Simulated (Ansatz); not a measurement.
**GaN: response to strain**

Aim: deform GaN (equal xx and yy strain of +3 %) and compute stress, forces and field gradients with LAPW, PAW and all-electron datasets made for the crystal.

Computed with Ansatz 0.2.0 (DFT PBE, scalar-relativistic, unless a step's input says otherwise).

## 1. Starting point

The structure is cubic, space group Fm-3m (No. 225). Conventional cell: a = 3.985 Å, b = 3.985 Å, c = 3.985 Å, α = 90.00°, β = 90.00°, γ = 90.00°. Around Ga (site symmetry m-3m) lie 6 N at 1.99 Å. N (site symmetry m-3m) is surrounded by 6 Ga at 1.99 Å.

As a file:

```cif
data_structure
_symmetry_space_group_name_H-M 'Fm-3m'
_symmetry_Int_Tables_number 225
_cell_length_a 3.9850
_cell_length_b 3.9850
_cell_length_c 3.9850
_cell_angle_alpha 90.000
_cell_angle_beta 90.000
_cell_angle_gamma 90.000
_cell_volume 63.28
loop_
_atom_site_label
_atom_site_type_symbol
_atom_site_symmetry_multiplicity
_atom_site_Wyckoff_symbol
_atom_site_fract_x
_atom_site_fract_y
_atom_site_fract_z
_atom_site_occupancy
Ga1 Ga 4 b 0.50000 0.00000 0.00000 1
N1 N 4 a 0.00000 0.00000 0.00000 1
```

The file gives the conventional cell by its symmetry; the runs use the cell typed in the input.

Atoms are numbered in the order of the input: Ga1, N2.

## 2. The deformed structure

Space group Fm-3m before, I4/mmm after.

## 3. LAPW, all electrons

The input, input.yaml:

```yaml
crystal:
  lattice:
    - [0.0, 2.052275, 1.9925]
    - [2.052275, 0.0, 1.9925]
    - [2.052275, 2.052275, 0.0]
  atoms:
    - { symbol: Ga, position: [0.5, 0.5, 0.5] }
    - { symbol: "N", position: [0.0, 0.0, 0.0] }
kpoints:
  mp_grid: { grid: [13, 13, 13] }
  band_path:
    path:
      - [0.0, 0.0, 0.0]
      - [0.0, 0.5, 0.5]
      - [0.25, 0.75, 0.5]
      - [0.0, 0.5, 0.0]
      - [0.0, 0.0, 0.0]
      - [0.5, 0.5, 0.0]
      - [0.3826125, 0.6173875, 0.0]
      - [-0.3826125, 0.3826125, 0.0]
      - [0.0, 0.0, 0.0]
    npoints: 5
scf:
  occupations: { method: fermi_dirac, width: 0.02 }
hamiltonian:
  xc: pbe
  pseudopotentials: { kind: all_electron, lapw: { basis_error: 0.001 } }
output:
  forces: true
  stress: true
  eigenvalues: true
```

Started as:

```sh
$ ansatz run input.yaml --threads 1 --pin off --max-ram 3072MiB --backend cpu --events-out ev --progress --plain --runs-dir out
```

## 4. PAW with frozen cores

The input, input.yaml:

```yaml
crystal:
  lattice:
    - [0.0, 2.052275, 1.9925]
    - [2.052275, 0.0, 1.9925]
    - [2.052275, 2.052275, 0.0]
  atoms:
    - { symbol: Ga, position: [0.5, 0.5, 0.5] }
    - { symbol: "N", position: [0.0, 0.0, 0.0] }
kpoints:
  mp_grid: { grid: [13, 13, 13] }
scf:
  occupations: { method: fermi_dirac, width: 0.02 }
hamiltonian:
  xc: pbe
  pseudopotentials: { kind: paw }
output:
  forces: true
  stress: true
  eigenvalues: true
  efg: { contact_densities: true }
```

## 5. All-electron PAW on datasets made for the crystal

input.yaml, as its differences from that of step 4:

```diff
@@ -14,3 +14,3 @@
   xc: pbe
-  pseudopotentials: { kind: paw }
+  pseudopotentials: { kind: all_electron, datasets: crystal }
 output:
```

(Steps that only read results are left out.)

**Question.** What will these runs give? Wanted: pressure; largest shear or deviatoric stress.

The runs gave:

| quantity | value |
| --- | --- |
| pressure | LAPW 43.63, PAW 43.61, crystal datasets 43.62 GPa |
| largest shear or deviatoric stress (LAPW) | 7.84 GPa |

**Reading.** The largest part of the stress beyond the pressure is 7.84 GPa in size, in the zz component; the atoms are carried along and not relaxed. No run of the undeformed cell stands beside it, so the pressure holds what the given cell had before the change. PAW: stress within 0.04 GPa of LAPW. Crystal datasets: stress within 0.01 GPa of LAPW.
